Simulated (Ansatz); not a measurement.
# RbBr (Fm-3m) in Ansatz: further runs

One crystal, RbBr, is run at these levels: r2SCAN0, LC-wPBE; tasks: single point, atomic charges.

Everything below comes from runs of Ansatz 0.2.0. Logs are shortened: lines on timing, memory, paths and dates and some standing lists are left out, and cuts for length are marked.

## 1. The crystal as given

Symmetry: Fm-3m, No. 225, cubic system. The conventional cell has a = 6.854 Å, b = 6.854 Å, c = 6.854 Å, α = 90.00°, β = 90.00°, γ = 90.00°. Rb (site symmetry m-3m) has 6 Br at 3.43 Å as nearest neighbours. Around Br (site symmetry m-3m) lie 6 Rb at 3.43 Å.

## 2. Single point, r2SCAN0, spin-orbit coupling, no magnetisation

Input file run.py:

```python
import json

import ase.io
import numpy as np

import ansatz as az

atoms = ase.io.read("POSCAR", format="vasp")

calculation = (
    az.Crystal.from_ase(atoms)
    .calculation()
    .kpoints(4, 4, 4)
    .functional("r2scan0")
    .pseudopotentials(kind="paw_fr")
    .spin("noncollinear", soc=True)
    .occupations(method="gaussian", width=0.02)
    .forces()
    .stress()
    .band_table(publish=True)
)
outcome = calculation.run(threads=2, events_out="events.jsonl")

report = outcome.report
for line in open("events.jsonl"):
    event = json.loads(line)
    if event["event"] == "scf_iter":
        d = event["data"]
        print(f"SCF {d['iter']:3d}  HF = {d['harris_foulkes_ev']:.6f} eV  dr2 = {d['dr2_ev']:.2e} eV")
    elif event["event"] in ("relax_step", "md_step"):
        d = event["data"]
        print(f"{event['event']} {d['step']:3d}  E = {d['lagrangian_ev']:.6f} eV")
np.set_printoptions(precision=5, suppress=True, linewidth=110)
print("converged:", report["converged"], "after", report["n_iterations"], "iterations")
print(f"free energy {report['free_energy_ev']:.6f} eV, Fermi level {report['fermi_energy_ev']:.4f} eV")
for key in ("band_edges_ev", "magnetization_mub", "site_moments_mub", "site_moments_nc_mub", "forces_ev_ang",
                "stress_gpa"):
    if report.get(key) is not None:
        print(key, np.array(report[key]), sep="\n")
```

Input file POSCAR:

```
RbBr
1.0
    0.0000000000      3.4270000000      3.4270000000
    3.4270000000      0.0000000000      3.4270000000
    3.4270000000      3.4270000000      0.0000000000
Rb Br
1 1
Direct
    0.0000000000      0.0000000000      0.0000000000
    0.5000000000      0.5000000000      0.5000000000
```

Potentials or basis: Ansatz PAW.

The run is started by

```bash
$ python run.py
```

Standard output:

```text
DeckWarning: basis.ecutwfc = 500 eV, auto-derived from the records' recommended cutoffs: set by Rb (their level for a meta-GGA)
DeckWarning: output.stress: scf.convergence.dr2_threshold = 1e-7 eV (the SCF's general default) is looser than the 2e-10 eV advised for a printed stress (1e-10 eV for each atom of the cell: 2). What an SCF threshold leaves in a stress goes as its square root, and in the free energy as the threshold itself, and one threshold admits the most on a small cell: of the crystals measured, under no hybrid functional and no lock of the mo [...]
DeckWarning: output.stress: scf.exx.energy_threshold = 1e-6 eV is looser than the 2e-8 eV advised for a stress under a hybrid functional (1e-8 eV for each atom of the cell: 2). Every SCF of the exchange loop can meet its threshold on dr2 while the loop round them stops early: no threshold on dr2 bounds what that leaves in the stress. Set scf.exx.energy_threshold to 2e-8 eV or tighter. The threshold is the loop's pass mark: a loop [...]
PlacementWarning: RAYON_NUM_THREADS=2 ignored (pool sized by the plan → 2); use plan(threads=…)
SCF   1  HF = -6067.784502 eV  dr2 = 1.04e+00 eV
SCF   2  HF = -6067.436966 eV  dr2 = 2.52e-01 eV
SCF   3  HF = -6067.354984 eV  dr2 = 1.32e-02 eV
SCF   4  HF = -6067.358031 eV  dr2 = 7.94e-04 eV
SCF   1  HF = -6066.325052 eV  dr2 = 2.56e-03 eV
SCF   2  HF = -6066.324944 eV  dr2 = 1.04e-03 eV
SCF   3  HF = -6066.324693 eV  dr2 = 2.21e-04 eV
SCF   4  HF = -6066.325548 eV  dr2 = 5.41e-05 eV
SCF   5  HF = -6066.325529 eV  dr2 = 2.40e-06 eV
SCF   6  HF = -6066.325541 eV  dr2 = 4.51e-07 eV
SCF   1  HF = -6066.325862 eV  dr2 = 4.94e-07 eV
SCF   2  HF = -6066.325862 eV  dr2 = 4.31e-08 eV
SCF   3  HF = -6066.325862 eV  dr2 = 1.14e-08 eV
converged: True after 13 iterations
free energy -6066.325862 eV, Fermi level 3.0680 eV
band_edges_ev
[-0.11719  6.2532 ]
magnetization_mub
0.0
site_moments_nc_mub
[[0. 0. 0.]
 [0. 0. 0.]]
forces_ev_ang
[[ 0.  0.  0.]
 [-0.  0. -0.]]
stress_gpa
[[ 0.3698  0.      0.    ]
 [-0.      0.3698  0.    ]
 [-0.      0.      0.3698]]
```

Wall time 53 s (2 threads of Arm Neoverse V2, shared host); peak memory 2.2 GiB.

What came out:

| Property | Result |
| --- | --- |
| Free energy | -6066.3259 eV |
| Pressure | 0.4 GPa |
| Band gap on the k mesh | 6.37 eV, direct |

Levels at points of the mesh, in eV from the valence-band top:
```csv
k point,band 13,band 14,band 15,band 16,band 17,band 18,band 19,band 20
"(0.00, 0.00, 0.00)",0.00,0.00,0.00,0.00,6.37,6.37,9.46,9.46
"(0.00, 0.00, -0.50)",-0.64,-0.64,-0.39,-0.39,8.74,8.74,9.85,9.85
"(0.00, -0.50, -0.50)",-0.41,-0.41,-0.18,-0.18,7.54,7.54,9.45,9.45
```

Caveat: the PAW data sets were made with another functional, which shifts forces and pressure a little; the thresholds are loose for stress.

## 3. Atomic charges, LC-wPBE

Changes to run.py since step 2:

```diff
@@ -4,2 +4,3 @@
 import numpy as np
+import spglib
 
@@ -7,3 +8,5 @@
 
-atoms = ase.io.read("POSCAR", format="vasp")
+atoms = ase.io.read("RbBr.cif")
+cell, frac, numbers = spglib.find_primitive((atoms.cell[:], atoms.get_scaled_positions(), atoms.numbers), symprec=1e-5)
+atoms = ase.Atoms(numbers, cell=cell, scaled_positions=frac, pbc=True)
 
@@ -13,6 +16,11 @@
     .kpoints(4, 4, 4)
-    .functional("r2scan0")
-    .pseudopotentials(kind="paw_fr")
-    .spin("noncollinear", soc=True)
-    .occupations(method="gaussian", width=0.02)
+    .functional("lc_wpbe")
+    .pseudopotentials(kind="paw", level="accurate")
+    .occupations(method="gaussian", width=0.01)
+    .density()
+    .potential()
+    .output_files(volumetric_format="npy")
+    .populations()
+    .electron_localization_function()
+    .bader_charges()
     .forces()
@@ -36,3 +44,3 @@
 for key in ("band_edges_ev", "magnetization_mub", "site_moments_mub", "site_moments_nc_mub", "forces_ev_ang",
-                "stress_gpa"):
+                "stress_gpa", "kpoints_frac", "eigenvalues_ev"):
     if report.get(key) is not None:
```

Input file RbBr.cif:

```cif
data_RbBr
_cell_length_a 6.85400000
_cell_length_b 6.85400000
_cell_length_c 6.85400000
_cell_angle_alpha 90.00000000
_cell_angle_beta 90.00000000
_cell_angle_gamma 90.00000000
_space_group_name_H-M_alt 'Fm-3m'
_space_group_name_Hall '-F 4 2 3'
_space_group_IT_number 225
loop_
_space_group_symop_operation_xyz
'x,y,z'
'-x,-y,-z'
'-y,x,z'
'y,-x,-z'
'-x,-y,z'
'x,y,-z'
'y,-x,z'
'-y,x,-z'
'x,-y,-z'
'-x,y,z'
'-y,-x,-z'
'y,x,z'
'-x,y,-z'
'x,-y,z'
'y,x,-z'
'-y,-x,z'
'z,x,y'
'-z,-x,-y'
'z,-y,x'
'-z,y,-x'
'z,-x,-y'
'-z,x,y'
'z,y,-x'
'-z,-y,x'
'-z,x,-y'
'z,-x,y'
'-z,-y,-x'
'z,y,x'
'-z,-x,y'
'z,x,-y'
'-z,y,x'
'z,-y,-x'
'y,z,x'
'-y,-z,-x'
'x,z,-y'
'-x,-z,y'
'-y,z,-x'
'y,-z,x'
'-x,z,y'
'x,-z,-y'
'-y,-z,x'
'y,z,-x'
'-x,-z,-y'
'x,z,y'
'y,-z,-x'
'-y,z,x'
'x,-z,y'
'-x,z,-y'
'x,y+1/2,z+1/2'
'-x,-y+1/2,-z+1/2'
'-y,x+1/2,z+1/2'
[... 62 lines left out ...]
'-z+1/2,-x,-y+1/2'
'z+1/2,-y,x+1/2'
'-z+1/2,y,-x+1/2'
'z+1/2,-x,-y+1/2'
'-z+1/2,x,y+1/2'
'z+1/2,y,-x+1/2'
'-z+1/2,-y,x+1/2'
'-z+1/2,x,-y+1/2'
'z+1/2,-x,y+1/2'
'-z+1/2,-y,-x+1/2'
'z+1/2,y,x+1/2'
'-z+1/2,-x,y+1/2'
'z+1/2,x,-y+1/2'
'-z+1/2,y,x+1/2'
'z+1/2,-y,-x+1/2'
'y+1/2,z,x+1/2'
'-y+1/2,-z,-x+1/2'
'x+1/2,z,-y+1/2'
'-x+1/2,-z,y+1/2'
'-y+1/2,z,-x+1/2'
'y+1/2,-z,x+1/2'
'-x+1/2,z,y+1/2'
'x+1/2,-z,-y+1/2'
'-y+1/2,-z,x+1/2'
'y+1/2,z,-x+1/2'
'-x+1/2,-z,-y+1/2'
'x+1/2,z,y+1/2'
'y+1/2,-z,-x+1/2'
'-y+1/2,z,x+1/2'
'x+1/2,-z,y+1/2'
'-x+1/2,z,-y+1/2'
'x+1/2,y+1/2,z'
'-x+1/2,-y+1/2,-z'
'-y+1/2,x+1/2,z'
'y+1/2,-x+1/2,-z'
'-x+1/2,-y+1/2,z'
'x+1/2,y+1/2,-z'
'y+1/2,-x+1/2,z'
'-y+1/2,x+1/2,-z'
'x+1/2,-y+1/2,-z'
'-x+1/2,y+1/2,z'
'-y+1/2,-x+1/2,-z'
'y+1/2,x+1/2,z'
'-x+1/2,y+1/2,-z'
'x+1/2,-y+1/2,z'
'y+1/2,x+1/2,-z'
'-y+1/2,-x+1/2,z'
'z+1/2,x+1/2,y'
'-z+1/2,-x+1/2,-y'
'z+1/2,-y+1/2,x'
'-z+1/2,y+1/2,-x'
'z+1/2,-x+1/2,-y'
'-z+1/2,x+1/2,y'
'z+1/2,y+1/2,-x'
'-z+1/2,-y+1/2,x'
'-z+1/2,x+1/2,-y'
'z+1/2,-x+1/2,y'
'-z+1/2,-y+1/2,-x'
'z+1/2,y+1/2,x'
'-z+1/2,-x+1/2,y'
'z+1/2,x+1/2,-y'
'-z+1/2,y+1/2,x'
'z+1/2,-y+1/2,-x'
'y+1/2,z+1/2,x'
'-y+1/2,-z+1/2,-x'
'x+1/2,z+1/2,-y'
'-x+1/2,-z+1/2,y'
'-y+1/2,z+1/2,-x'
'y+1/2,-z+1/2,x'
'-x+1/2,z+1/2,y'
'x+1/2,-z+1/2,-y'
'-y+1/2,-z+1/2,x'
'y+1/2,z+1/2,-x'
'-x+1/2,-z+1/2,-y'
'x+1/2,z+1/2,y'
'y+1/2,-z+1/2,-x'
'-y+1/2,z+1/2,x'
'x+1/2,-z+1/2,y'
'-x+1/2,z+1/2,-y'
loop_
_atom_site_label
_atom_site_type_symbol
_atom_site_symmetry_multiplicity
_atom_site_Wyckoff_symbol
_atom_site_fract_x
_atom_site_fract_y
_atom_site_fract_z
_atom_site_occupancy
Rb1 Rb 4 a 0.0000000000 0.0000000000 0.0000000000 1
Br1 Br 4 b 0.5000000000 0.0000000000 0.0000000000 1
```

Potentials or basis: Ansatz PAW accurate.

The run is started by

```bash
$ python run.py
```

Run time: 48 s. Hardware: 2 threads of Arm Neoverse V2, shared host; peak memory 3.2 GiB.

The run converged. Its results:

- Free energy: -9416.6725 eV
- Pressure: 0.6 GPa
- Band gap on the k mesh: 10.62 eV, direct
- Bader charges: Rb +0.86; Br -0.86 e

Levels at points of the mesh, in eV from the valence-band top:
```tsv
k point	band 10	band 11	band 12	band 13	band 14	band 15	band 16	band 17
(0.00, 0.00, 0.00)	-9.41	0.00	0.00	0.00	10.62	14.02	14.02	14.02
(0.00, 0.00, -0.50)	-9.31	-1.25	-0.44	-0.44	13.04	14.36	16.69	16.69
(0.00, -0.50, -0.50)	-9.51	-0.65	-0.22	-0.22	11.90	13.88	15.68	16.46
```

Caveat: the PAW data sets were made with another functional, which shifts forces and pressure a little; the thresholds are loose for stress.
